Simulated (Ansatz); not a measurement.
Crystal: SiNi.

```
Ni Si
1.0
     5.17310    0.00000    0.00000
     0.00000    3.33810    0.00000
     0.00000    0.00000    5.60490
Ni Si
4 4
Direct
  0.99221 0.75000 0.81248
  0.50779 0.25000 0.31248
  0.49221 0.75000 0.68752
  0.00779 0.25000 0.18752
  0.67872 0.25000 0.91750
  0.82128 0.75000 0.41750
  0.17872 0.25000 0.58250
  0.32128 0.75000 0.08250
```

```yaml
Program: Ansatz 0.2.0
Task: relaxation of cell and atoms
Functional: PBE
Dispersion: D3(BJ)
Potentials_or_basis: Ansatz PAW
Cutoff: "420 eV (not typed: the program's choice for these potentials)"
k_mesh: 5 × 8 × 5
Occupations: fermi-dirac, width 0.05 eV
Spin: collinear spin, ferromagnetic start
Starting_moments: "[1.0, 1.0, 1.0, 1.0, 0.0, 0.0, 0.0, 0.0] μB"
```

At the start: volume 12.10 Å³/atom.

Question: How do energy, volume and symmetry change on relaxing?

Answer: It ends after 6 steps and the volume is 11.80 Å³/atom (-2.5 %); space group Pnma (No. 62, to 0.05 Å); moment 0.00 μB per cell.

The path:
```tsv
step	energy change (eV)	largest force (eV/Å)	volume (Å³)
1	0.0000	0.0693	96.79
2	-0.0368	0.0583	95.47
3	-0.0480	0.0367	94.17
4	-0.0483	0.0133	94.35
5	-0.0484	0.0017	94.37
6	-0.0477	0.0017	94.37
```

Final structure:
```yaml
crystal:
  lattice:
    - [5.07261, 0.00000, 0.00000]
    - [0.00000, 3.36933, 0.00000]
    - [0.00000, 0.00000, 5.52147]
  atoms:
    - { symbol: Ni, position: [0.99007, 0.75000, 0.81287] }
    - { symbol: Ni, position: [0.50993, 0.25000, 0.31287] }
    - { symbol: Ni, position: [0.49007, 0.75000, 0.68713] }
    - { symbol: Ni, position: [0.00993, 0.25000, 0.18713] }
    - { symbol: Si, position: [0.67733, 0.25000, 0.91289] }
    - { symbol: Si, position: [0.82267, 0.75000, 0.41289] }
    - { symbol: Si, position: [0.17733, 0.25000, 0.58711] }
    - { symbol: Si, position: [0.32267, 0.75000, 0.08711] }
```

The cell as given is a measured one (12.10 Å³/atom); PBE+D3(BJ) puts the equilibrium volume -2.5 % from it, thermal expansion not counted.

Caveat: the plane-wave basis is chosen anew once the cell has moved, so the energies of steps on either side of that aren't comparable; pairwise dispersion overbinds metals, which lowers pressure and volume; the starting moments weren't kept.
